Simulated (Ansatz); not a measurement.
InCuS$_{2}$ (chalcopyrite)

```
CELL_PARAMETERS angstrom
     -2.74161     2.74161     5.52189
      2.74161    -2.74161     5.52189
      2.74161     2.74161    -5.52189
ATOMIC_POSITIONS crystal
  Cu 0.75000 0.25000 0.50000
  Cu 0.00000 0.00000 0.00000
  In 0.25000 0.75000 0.50000
  In 0.50000 0.50000 0.00000
  S  0.09207 0.12500 0.46707
  S  0.65793 0.62500 0.53293
  S  0.37500 0.90793 0.03293
  S  0.87500 0.34207 0.96707
```

The slice is a (001) plane (indices of the conventional cell) through the point (0.250, 0.750, 0.500) (fractional), spanned by u = [101] and v = [011] in vectors of this cell: u (5.48 Å) and v (5.48 Å, at 90° to u). It covers one period; positions are fractions (u, v).

Method: PBEsol (plane waves to 420 eV, PAW, scalar-relativistic; Ansatz, a quantum-chemistry and plane-wave program). k mesh 9×9×9. These are valence fields of a PAW run, semicore shells included where kept as valence: close to a nucleus they are smooth pseudo fields. At this level the bands of InCuS2 touch or barely overlap; measurements give the solid a gap. InCuS2 is run without spin polarisation. InCuS2 was relaxed with its symmetry unable to fall.

**Question.** Sketch the valence electron density on this plane as a map.

**Answer.** 
```
|##*+=-:..       ..:-=+*#|
|***=--::..      ..::-=**|
|++==-:::...    ...::-==+|
|==---::::........:::---=|
|--:::::::::....:::::::--|
|::::::::::::::::::::::::|
|....:::::::::::::::::::.|
|.....::::---=---:::::...|
|   ..:::--=+++=--:::... |
|    ..::-=*###*=-:::..  |
|    ..::-+#%@%#+-::..   |
|    ..::=+#@@@#+=::..   |
|    ..::-+#%@%#+-::..   |
|   ..:::-=*###*=-::..   |
|  ...:::--=+++=--:::..  |
|....:::::---=---::::....|
|..:::::::::::::::::::...|
|::::::::::::::::::::::::|
|---:::::::....:::::::::-|
|==---:::........::::---=|
|++==-::...    ...:::-==+|
|***=-::..      ..::--=**|
|##*+=-:..       ..:-=+*#|
|##*+=-:..       ..:-=+*#|
```
Scale: ten equal steps from -1.74 (start of ' ') to 1.85 (end of '@'), in the order ' .:-=+*#%@'. Values: log₁₀ of the valence density in e/Å³. The map has 24 points along u (one character each, u = 0 at the left) and 24 along v (v = 0 in the bottom row). The scale is logarithmic, as a density can span decades between atoms and voids.
